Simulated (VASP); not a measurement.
## SiN: single point with PBE

Sheet: SiN, a sheet with vacuum.

```xyz
4
Lattice="2.8457 0.0000 0.0000 -1.4229 2.4645 0.0000 0.0000 0.0000 32.0436" Properties=species:S:1:pos:R:3 pbc="T T T"
Si    0.0000    1.6430    7.0725
Si    1.4229    0.8215    9.9275
N     1.4229    0.8215    6.4525
N     0.0000    1.6430   10.5475
```

The cell was built by a generator and needn't be a form met in nature.

The cell isn't the ideal one: species swapped into a sheet of the ZnN type.

```
Program                : VASP 6.6.1
Task                   : single point
Functional             : PBE
Potentials or basis    : VASP PAW PBE potentials, release 64 (Si, N)
Cutoff                 : 520 eV
k mesh                 : 18 × 18 × 1
Occupations            : gaussian, width 0.1 eV
Spin                   : no spin polarisation
Dipole correction      : yes
Further INCAR settings : ALGO = Fast; EDIFF = 1e-06; NBANDS = 17
```

- Largest force: 0.032 eV/Å
- Band gap on the k mesh: none (metal or under the smearing width)
- Work function of the upper face: 5.79 eV
- Work function of the lower face: 5.79 eV

Forces on the atoms (eV/Å):
```
Si   0.000  0.000 -0.032
Si   0.000  0.000  0.032
N    0.000  0.000  0.030
N    0.000  0.000 -0.030
```

Levels at points of the mesh, in eV from the Fermi level:
```
           k point  band 6  band 7  band 8  band 9  band 10  band 11  band 12  band 13
(0.00, 0.00, 0.00)   -3.42   -3.40   -3.40   -1.43     2.09     5.32     5.48     5.73
(0.50, 0.00, 0.00)   -4.82   -4.22   -3.37   -0.72    -0.11     2.88     2.92     7.68
```

It took 5.2 min on 1 thread of Intel(R) Xeon(R) Platinum 8259CL CPU @ 2.50GHz (Skylake/Cascade Lake), with other jobs on the host, peak memory 0.41 GiB.
